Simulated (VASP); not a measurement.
# CdTe (F-43m) in VASP: a series of runs

CdTe is run at these levels: PBEsol-based screened hybrid, PBE; tasks: single point.

All numbers are computed with VASP 6.6.1; they aren't measurements. Logs are shortened: lines on timing, memory, paths and dates and some standing lists are left out, and cuts for length are marked.

**Experimental background.**

From a printed reference work, data compilation, for a bulk crystal of CdTe at 0 K: band gap 1.607 eV.

The results are compared with them further down.

**1. The cell of the first run**

The structure is cubic, space group F-43m (No. 216). The conventional cell has a = 6.494 Å, b = 6.494 Å, c = 6.494 Å, α = 90.00°, β = 90.00°, γ = 90.00°. Within 3.7 Å of Te (site symmetry -43m) lie 4 Cd at 2.81 Å. Within 3.7 Å of Cd (site symmetry -43m) lie 4 Te at 2.81 Å.

**2. Single point, PBEsol-based screened hybrid**

Input file POSCAR:

```
CdTe
1.0
    0.0000000000      3.2471758892      3.2471758892
    3.2471758892      0.0000000000      3.2471758892
    3.2471758892      3.2471758892      0.0000000000
Te Cd
1 1
Direct
    0.7500000000      0.7500000000      0.7500000000
    0.0000000000      0.0000000000      0.0000000000
```

Input file INCAR.step1:

```
SYSTEM = CdTe
ALGO = Normal
EDIFF = 1E-5
ENCUT = 520
GGA = PE
ISIF = 2
ISMEAR = -1
LASPH = .TRUE.
LCHARG = .FALSE.
LREAL = .FALSE.
LWAVE = .TRUE.
NBANDS = 16
NELM = 100
PREC = Accurate
SIGMA = 0.05
```

Input file INCAR.step2:

```
SYSTEM = CdTe
AEXX = 0.25
ALGO = Normal
EDIFF = 1E-7
ENCUT = 520
GGA = PS
HFSCREEN = 0.207
ISIF = 2
ISMEAR = -1
ISTART = 1
LASPH = .TRUE.
LCHARG = .FALSE.
LHFCALC = .TRUE.
LREAL = .FALSE.
LWAVE = .FALSE.
NBANDS = 16
NELM = 100
PREC = Accurate
PRECFOCK = Normal
SIGMA = 0.05
```

Input file KPOINTS:

```
k-points
0
G
  4 4 4
  0 0 0
```

Potentials or basis: VASP PAW PBE potentials, release 64 (Te, Cd).

On the command line:

```
cat potpaw_PBE.64/Te/POTCAR potpaw_PBE.64/Cd/POTCAR > POTCAR
cp INCAR.step1 INCAR
mpirun -np 1 vasp_std > vasp.out
cp INCAR.step2 INCAR
mpirun -np 1 vasp_std > vasp.out
```

OUTCAR:

```text
SYSTEM = CdTe
   AEXX = 0.25
   EDIFF = 1E-7
   ENCUT = 520
   GGA = PS
   HFSCREEN = 0.207
   ISIF = 2
   ISMEAR = -1
   ISTART = 1
   LASPH = .TRUE.
   LHFCALC = .TRUE.
   LREAL = .FALSE.
   NELM = 100
   PREC = Accurate
   PRECFOCK = Normal

 ion  position               nearest neighbor table
   1  0.750  0.750  0.750-   2 2.81   2 2.81   2 2.81   2 2.81
   2  0.000  0.000  0.000-   1 2.81   1 2.81   1 2.81   1 2.81

  LATTYP: Found a face centered cubic cell.
 ALAT       =     6.4943517784

  Lattice vectors:

 A1 = (   0.0000000000,   3.2471758892,   3.2471758892)
 A2 = (   3.2471758892,   0.0000000000,   3.2471758892)
 A3 = (   3.2471758892,   3.2471758892,   0.0000000000)

Analysis of symmetry for initial positions (statically):
=====================================================================
 Subroutine PRICEL returns:
 Original cell was already a primitive cell.

 Routine SETGRP: Setting up the symmetry group for a
 face centered cubic supercell.

 Subroutine GETGRP returns: Found 24 space group operations
 (whereof 24 operations were pure point group operations)
 out of a pool of 48 trial point group operations.

The static configuration has the point symmetry T_d .

Analysis of symmetry for dynamics (positions and initial velocities):
=====================================================================
 Subroutine PRICEL returns:
 Original cell was already a primitive cell.

 Routine SETGRP: Setting up the symmetry group for a
 face centered cubic supercell.

 Subroutine GETGRP returns: Found 24 space group operations
 (whereof 24 operations were pure point group operations)
 out of a pool of 48 trial point group operations.

The dynamic configuration has the point symmetry T_d .

 Subroutine INISYM returns: Found 24 space group operations
 (whereof 24 operations are pure point group operations),
 and found     1 'primitive' translations

----------------------------------------------------------------------------------------

                                     Primitive cell

  volume of cell :      68.4774

  direct lattice vectors                    reciprocal lattice vectors
     0.000000000  3.247175889  3.247175889    -0.153979956  0.153979956  0.153979956
     3.247175889  0.000000000  3.247175889     0.153979956 -0.153979956  0.153979956
     3.247175889  3.247175889  0.000000000     0.153979956  0.153979956 -0.153979956

  length of vectors
     4.592200182  4.592200182  4.592200182     0.266701107  0.266701107  0.266701107

  position of ions in fractional coordinates (direct lattice)
     0.750000000  0.750000000  0.750000000
     0.000000000  0.000000000  0.000000000

  ion indices of the primitive-cell ions
   primitive index   ion index
                 1           1
                 2           2

----------------------------------------------------------------------------------------

 KPOINTS: k-points

Automatic generation of k-mesh.
 Grid dimensions read from file:
 generate k-points for:    4    4    4

 Generating k-lattice:

  Cartesian coordinates                     Fractional coordinates (reciprocal lattice)
    -0.038494989  0.038494989  0.038494989     0.250000000  0.000000000  0.000000000
     0.038494989 -0.038494989  0.038494989     0.000000000  0.250000000  0.000000000
     0.038494989  0.038494989 -0.038494989     0.000000000  0.000000000  0.250000000

  Length of vectors
     0.066675277  0.066675277  0.066675277

  Shift w.r.t. Gamma in fractional coordinates (k-lattice)
     0.000000000  0.000000000  0.000000000

 Subroutine IBZKPT returns following result:
 ===========================================

 Found      8 irreducible k-points:

 Following reciprocal coordinates:
            Coordinates               Weight
  0.000000  0.000000  0.000000      1.000000
  0.250000  0.000000  0.000000      8.000000
  0.500000  0.000000  0.000000      4.000000
  0.250000  0.250000  0.000000      6.000000
  0.500000  0.250000  0.000000     24.000000
 -0.250000  0.250000  0.000000     12.000000
  0.500000  0.500000  0.000000      3.000000
 -0.250000  0.500000  0.250000      6.000000
   k-points           NKPTS =      8   k-points in BZ     NKDIM =     64   number of bands    NBANDS=     16
   number of dos      NEDOS =    301   number of ions     NIONS =      2
   total plane-waves  NPLWV =  46656
   dimension x,y,z NGX =    36 NGY =   36 NGZ =   36
   dimension x,y,z NGXF=    72 NGYF=   72 NGZF=   72
   ions per type =               1   1
   NGX,Y,Z   is equivalent  to a cutoff of  13.03, 13.03, 13.03 a.u.
   NGXF,Y,Z  is equivalent  to a cutoff of  26.07, 26.07, 26.07 a.u.
 SYSTEM =  CdTe
   PREC   = accura    normal or accurate (medium, high low for compatibility)
   ISTART =      1    job   : 0-new  1-cont  2-samecut
   ICHARG =      0    charge: 1-file 2-atom 10-const
   ISPIN  =      1    spin polarized calculation?
   LNONCOLLINEAR =      F non collinear calculations
   LSORBIT =      F    spin-orbit coupling
   LASPH  =      T    aspherical Exc in radial PAW
   ENCUT  =  520.0 eV  38.22 Ry    6.18 a.u.   8.54  8.54  8.54*2*pi/ulx,y,z
   NELM   =    100;   NELMIN=  2; NELMDL=  0     # of ELM steps
   EDIFF  = 0.1E-06   stopping-criterion for ELM
   LREAL  =      F    real-space projection
   EDIFFG = 0.1E-05   stopping-criterion for IOM
   NSW    =      0    number of steps for IOM
   IBRION =     -1    ionic relax: 0-MD 1-quasi-New 2-CG
   NFREE  =      0    steps in history (QN), initial steepest desc. (CG)
   ISIF   =      2    stress and relaxation
   ISYM   =      3    0-nonsym 1-usesym 2-fastsym
   POTIM  = 0.5000    time-step for ionic-motion
   TEBEG  =    0.0;   TEEND  =   0.0 temperature during run
   PSTRESS=    0.0 pullay stress
   NELECT =      18.0000    total number of electrons
   NUPDOWN=      -1.0000    fix difference up-down
   EMIN   =  10.00;   EMAX   =-10.00  energy-range for DOS
   EFERMI =   0.00;   METHOD = LEGACY
   ISMEAR =    -1;   SIGMA  =   0.05  broadening in eV -4-tet -1-fermi 0-gaus
   EFERMI_NEDOS =   21; number of points for ismear=-14 and -15
   IALGO  =     38    algorithm
   IMIX   =      1    mixing-type and parameters
     AMIX     =   0.40;   BMIX     =  1.00
     AMIX_MAG =   1.60;   BMIX_MAG =  1.00
  volume/ion in A,a.u.               =      34.24       231.05
  Fermi-wavevector in a.u.,A,eV,Ry     =   1.048697  1.981749 14.963205  1.099765
  Thomas-Fermi vector in A             =   2.183629
   LORBIT       =      0    0 simple, 1 ext, 2 COOP (PROOUT), +10 PAW based schemes
   GGA     = PS    functional components
   LHFCALC =     T    Hartree Fock is set to
   PRECFOCK=normal    Normal, Fast or Accurate (Low or Medium for compatibility)
   ENCUT4O =  -1.0   cutoff for four orbital integrals eV
   NKREDX  =     1    reduce k-point grid by
   NKREDY  =     1    reduce k-point grid by
   NKREDZ  =     1    reduce k-point grid by
   AEXX    =    0.2500 exact exchange contribution
   HFSCREEN=    0.2070 screening length (either q_TF or 0.3 A-1)
   HFSCREENC=   0.2070 screening length for correlation (either q_TF or 0.3 A-1)
   ENCUTFOCK=  -1.0 apply spherical cutoff to Coloumb kernel
   IVDW    =     0    specifies the selected vdW correction
   LEPSILON=     F    determine dielectric tensor
   LRPA    =     F    only Hartree local field effects (RPA)
 non-spin polarized calculation
  energy-cutoff  :      520.00
  volume of cell :       68.48
 maximum number of plane-waves:      1859
 NGX is ok and might be reduce to    36
  NGX = 28; NGY = 28; NGZ = 28

 number of electron      17.9999998 magnetization

 Free energy of the ion-electron system (eV)
  ---------------------------------------------------
  ext. energy  EPLUGINS =         0.00000000
  ---------------------------------------------------
  free energy    TOTEN  =        -6.45860248 eV

  energy without entropy =       -6.45860242  energy(sigma->0) =       -6.45860245

 E-fermi :   2.4360     XC(G=0):  -7.2880

 val. band max:        1.7017691434   @ k =   0.0000   0.0000   0.0000
 cond. band min:       3.1152151226   @ k =   0.0000   0.0000   0.0000
 fundamental gap:      1.4134459792
 Fermi energy:         2.4359961316

 k-point     1 :       0.0000    0.0000    0.0000
  band No.  band energies     occupation
      1     -10.4367      2.00000
      2      -7.8699      2.00000
      3      -7.8699      2.00000
      4      -7.8699      2.00000
      5      -7.6085      2.00000
      6      -7.6085      2.00000
[... 8 lines left out ...]
     15      12.0226      0.00000
     16      12.0226      0.00000

 k-point     2 :       0.2500    0.0000    0.0000
  band No.  band energies     occupation
      1     -10.2329      2.00000
      2      -7.8350      2.00000
      3      -7.8350      2.00000
      4      -7.6342      2.00000
      5      -7.6091      2.00000
      6      -7.6091      2.00000
[... 8 lines left out ...]
     15      11.0213      0.00000
     16      11.0213      0.00000

 k-point     3 :       0.5000    0.0000    0.0000
  band No.  band energies     occupation
      1     -10.0449      2.00000
      2      -7.8074      2.00000
      3      -7.8074      2.00000
      4      -7.6012      2.00000
      5      -7.6012      2.00000
      6      -7.1713      2.00000
[... 8 lines left out ...]
     15      13.0571      0.00000
     16      13.0571      0.00000

 k-point     4 :       0.2500    0.2500    0.0000
  band No.  band energies     occupation
      1     -10.1685      2.00000
      2      -7.7950      2.00000
      3      -7.7950      2.00000
      4      -7.6869      2.00000
      5      -7.5942      2.00000
      6      -7.5485      2.00000
[... 8 lines left out ...]
     15      12.5931      0.00000
     16      13.3715      0.00000

 k-point     5 :       0.5000    0.2500    0.0000
  band No.  band energies     occupation
      1      -9.9891      2.00000
      2      -7.7736      2.00000
      3      -7.7579      2.00000
      4      -7.6470      2.00000
      5      -7.5940      2.00000
      6      -7.0978      2.00000
[... 8 lines left out ...]
     15      13.2752      0.00000
     16      13.6654      0.00000

 k-point     6 :      -0.2500    0.2500    0.0000
  band No.  band energies     occupation
      1     -10.0463      2.00000
      2      -7.7924      2.00000
      3      -7.7890      2.00000
      4      -7.6164      2.00000
      5      -7.6149      2.00000
      6      -7.2487      2.00000
[... 8 lines left out ...]
     15      12.2441      0.00000
     16      13.7912      0.00000

 k-point     7 :       0.5000    0.5000    0.0000
  band No.  band energies     occupation
      1      -9.9337      2.00000
      2      -7.7123      2.00000
      3      -7.7123      2.00000
      4      -7.7030      2.00000
      5      -7.5799      2.00000
      6      -6.9901      2.00000
[... 8 lines left out ...]
     15      13.5955      0.00000
     16      14.2874      0.00000

 k-point     8 :      -0.2500    0.5000    0.2500
  band No.  band energies     occupation
      1      -9.9361      2.00000
      2      -7.7520      2.00000
      3      -7.7410      2.00000
      4      -7.6389      2.00000
      5      -7.6077      2.00000
      6      -6.9101      2.00000
[... 8 lines left out ...]
     15      13.9269      0.00000
     16      13.9742      0.00000

------------------------ aborting loop because EDIFF is reached ----------------------------------------

  FORCE on cell =-STRESS in cart. coord.  units (eV):
  Direction    XX          YY          ZZ          XY          YZ          ZX
  --------------------------------------------------------------------------------------
  -------------------------------------------------------------------------------------
  Total       -0.0546738     -0.0546738     -0.0546738     -0.0000000      0.0000000     -0.0000000
  in kB       -1.2792125     -1.2792125     -1.2792125     -0.0000000      0.0000000     -0.0000000
  external PRESSURE =      -1.2792125 kB  Pullay stress =       0.0000000 kB

 VOLUME and BASIS-vectors are now :
 -----------------------------------------------------------------------------
  energy-cutoff  :      520.00
  volume of cell :       68.48
      direct lattice vectors                 reciprocal lattice vectors
     0.000000000  3.247175889  3.247175889    -0.153979956  0.153979956  0.153979956
     3.247175889  0.000000000  3.247175889     0.153979956 -0.153979956  0.153979956
     3.247175889  3.247175889  0.000000000     0.153979956  0.153979956 -0.153979956

 POSITION                                       TOTAL-FORCE (eV/Angst)
 -----------------------------------------------------------------------------------
      4.87076      4.87076      4.87076         0.000000     -0.000000     -0.000000
      0.00000      0.00000      0.00000        -0.000000      0.000000      0.000000
 -----------------------------------------------------------------------------------
    total drift:                                0.000015      0.000020      0.000013

  FREE ENERGIE OF THE ION-ELECTRON SYSTEM (eV)
  ---------------------------------------------------
  free  energy   TOTEN  =        -6.4586024769 eV

  energy  without entropy=       -6.4586024174  energy(sigma->0) =       -6.45860245
```

It took 12 min on 1 thread of AMD EPYC 7R43 (Zen 3), shared host; peak memory 0.28 GiB.

Results:

* Free energy: -6.4586 eV
* Pressure: -0.1 GPa
* Band gap on the k mesh: 1.41 eV, direct

Caveat: the PAW data sets were made with another functional, which shifts forces and pressure a little; spin-orbit coupling is left out, which moves the levels of the heavy elements.

**3. Single point, PBEsol-based screened hybrid**

This run uses another cell than the first one, of 34.90 Å³/atom, 1.019 times its volume.

Input file POSCAR:

```
CdTe
1.0
    0.0000000000      3.2678590959      3.2678590959
    3.2678590959      0.0000000000      3.2678590959
    3.2678590959      3.2678590959      0.0000000000
Te Cd
1 1
Direct
    0.7500000000      0.7500000000      0.7500000000
    0.0000000000      0.0000000000      0.0000000000
```

Input file INCAR.step1:

```
SYSTEM = CdTe
PREC = Accurate
ENCUT = 520
EDIFF = 1E-5
ISMEAR = -1
SIGMA = 0.05
LREAL = .FALSE.
LASPH = .TRUE.
NELM = 80
ALGO = Normal
ISIF = 2
LWAVE = .TRUE.
LCHARG = .FALSE.
GGA = PE
NBANDS = 16
```

Input file INCAR.step2:

```
SYSTEM = CdTe
PREC = Accurate
ENCUT = 520
EDIFF = 1E-7
ISMEAR = -1
SIGMA = 0.05
LREAL = .FALSE.
LASPH = .TRUE.
NELM = 80
ALGO = Normal
ISIF = 2
LWAVE = .FALSE.
LCHARG = .FALSE.
GGA = PS
LHFCALC = .TRUE.
AEXX = 0.25
HFSCREEN = 0.207
PRECFOCK = Normal
ISTART = 1
NBANDS = 16
```

Input file KPOINTS:

```
Automatic mesh
0
G
  4 4 4
  0 0 0
```

Potentials or basis: VASP PAW PBE potentials, release 64 (Te, Cd).

On the command line:

```
cat potpaw_PBE.64/Te/POTCAR potpaw_PBE.64/Cd/POTCAR > POTCAR
cp INCAR.step1 INCAR
mpirun -np 1 vasp_std > vasp.out
cp INCAR.step2 INCAR
mpirun -np 1 vasp_std > vasp.out
```

It took 11 min on 1 thread of AMD EPYC 7R43 (Zen 3), shared host; peak memory 0.28 GiB.

Results (log left out):

```
Free energy            : -6.4544 eV
Pressure               : -0.9 GPa
Band gap on the k mesh : 1.35 eV, direct
```

Levels at points of the mesh, in eV from the valence-band top:
```tsv
k point	band 7	band 8	band 9	band 10	band 11	band 12
(0.00, 0.00, 0.00)	0.00	0.00	0.00	1.35	5.42	5.42
(0.50, 0.00, 0.00)	-4.64	-0.80	-0.80	2.49	6.00	6.00
(0.50, 0.50, 0.00)	-4.52	-1.93	-1.93	3.21	3.39	9.72
```

Caveat: the PAW data sets were made with another functional, which shifts forces and pressure a little; spin-orbit coupling is left out, which moves the levels of the heavy elements.

**4. Single point, PBE**

This run uses another cell than the first one, of 32.92 Å³/atom, 0.962 times its volume.

Input file INCAR:

```
SYSTEM = CdTe
ALGO = Normal
EDIFF = 1E-7
ENCUT = 520
GGA = PE
ISIF = 2
ISMEAR = 0
LASPH = .True.
LCHARG = .False.
LREAL = .False.
LWAVE = .False.
NBANDS = 16
NELM = 100
PREC = Accurate
SIGMA = 0.023
```

Input file KPOINTS:

```
k-points
0
Gamma
  7 7 7
  0 0 0
```

Input file POSCAR:

```
CdTe
1.0
    0.0000000000      3.2050000000      3.2050000000
    3.2050000000      0.0000000000      3.2050000000
    3.2050000000      3.2050000000      0.0000000000
Te Cd
1 1
Direct
    0.7500000000      0.7500000000      0.7500000000
    0.0000000000      0.0000000000      0.0000000000
```

On the command line:

```
cat potpaw_PBE.64/Te/POTCAR potpaw_PBE.64/Cd/POTCAR > POTCAR
mpirun -np 1 vasp_std > vasp.out
```

Run time: 34 s. Hardware: 1 thread of Intel Xeon 8259CL, shared host; peak memory 0.21 GiB.

Results (log left out):

| Item | Value |
| --- | --- |
| Free energy | -4.7253 eV |
| Pressure | 4.4 GPa |
| Band gap on the k mesh | 0.87 eV, direct |

Levels at points of the mesh, in eV from the valence-band top:
| k point | band 7 | band 8 | band 9 | band 10 | band 11 | band 12 |
| --- | --- | --- | --- | --- | --- | --- |
| (0.00, 0.00, 0.00) | 0.00 | 0.00 | 0.00 | 0.87 | 4.58 | 4.58 |

Caveat: spin-orbit coupling is left out, which moves the levels of the heavy elements. A hybrid or GW would open this gap; PBE tends to underestimate it.

**5. The runs side by side**

| level | cell | k mesh | smearing | grid for exact exchange (PRECFOCK) | share of exact exchange | screening parameter | gap on the mesh (eV) | pressure (GPa) |
| --- | --- | --- | --- | --- | --- | --- | --- | --- |
| PBEsol-based screened hybrid | a = 4.592 Å, angles 60.0°, 2 atoms | 4 × 4 × 4 | fermi-dirac 0.05 eV | Normal | 0.25 | 0.207 1/Å | 1.41 | -0.1 |
| PBEsol-based screened hybrid | a = 4.621 Å, angles 60.0°, 2 atoms | 4 × 4 × 4 | fermi-dirac 0.05 eV | Normal | 0.25 | 0.207 1/Å | 1.35 | -0.9 |
| PBE | a = 4.533 Å, angles 60.0°, 2 atoms | 7 × 7 × 7 | gaussian 0.023 eV | - | - | - | 0.87 | 4.4 |

Alike in all rows: task single point; potentials or basis VASP PAW PBE potentials, release 64 (Te, Cd); no spin polarisation; cutoff (eV) 520.

Caveats: spin-orbit coupling is left out, which moves the levels of the heavy elements; the PAW data sets were made with another functional, which shifts forces and pressure a little (some runs).

Absolute energies hang on the potentials; compare differences alone.

**6. Against experiment**

Step 2. Measured gap of CdTe: 1.607 eV (0 K; a printed reference work, data compilation). This calculation gives 1.41 eV (-0.19 eV). Spin-orbit coupling on Cd, Te is left out. The value is that of PBEsol-based screened hybrid, without temperature or zero-point motion.

Step 3. A measured gap of CdTe is 1.607 eV (0 K; a printed reference work, data compilation); the calculated 1.35 eV misses it by -0.26 eV. Spin-orbit coupling on Cd, Te is left out. The value is that of PBEsol-based screened hybrid, without temperature or zero-point motion.
